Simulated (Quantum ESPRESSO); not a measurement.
InPd: zone-centre phonons under several settings

```
In Pd
1.0
     3.27188    0.00000    0.00000
     0.00000    3.27188    0.00000
     0.00000    0.00000    3.27188
In Pd
1 1
Direct
  0.00000 0.00000 0.00000
  0.50000 0.50000 0.50000
```

The cell comes from a database or a generator and needn't be the stable form of this composition.

All runs used Quantum ESPRESSO 7.5; k mesh 7 × 7 × 7; given cell, atoms relaxed; no spin polarisation; occupations cold, width 0.2 eV.

| level | potentials | cutoff (eV) | pressure (GPa) | lowest optical mode without the field (cm⁻¹) |
| --- | --- | --- | --- | --- |
| PBE | JTH 2.0 PBE | 707 | 5.7 | 147 |
| PBE | GBRV 1.5 PBE | 762 | 3.4 | 142 |
| PBE | SG15 PBE 1.2 | 952 | 4.1 | 144 |
| PBE | SSSP 1.3 efficiency PBE | 816 | 3.7 | 144 |
| PBE | Ansatz NC SR PBE | 1116 | ? | ? |

Problem. What stands in the row left open?

Solution. Pressure 3.9 GPa; lowest optical mode without the field 143 cm⁻¹.

Caveats: the mesh is thin for the phonons of a metal; the cell is more than 3 GPa from zero pressure, which shifts response properties.

For the row left open. Caveat: the mesh is thin for the phonons of a metal; the cell is more than 3 GPa from zero pressure, which shifts response properties.

The runs don't all hold the same shells in valence.
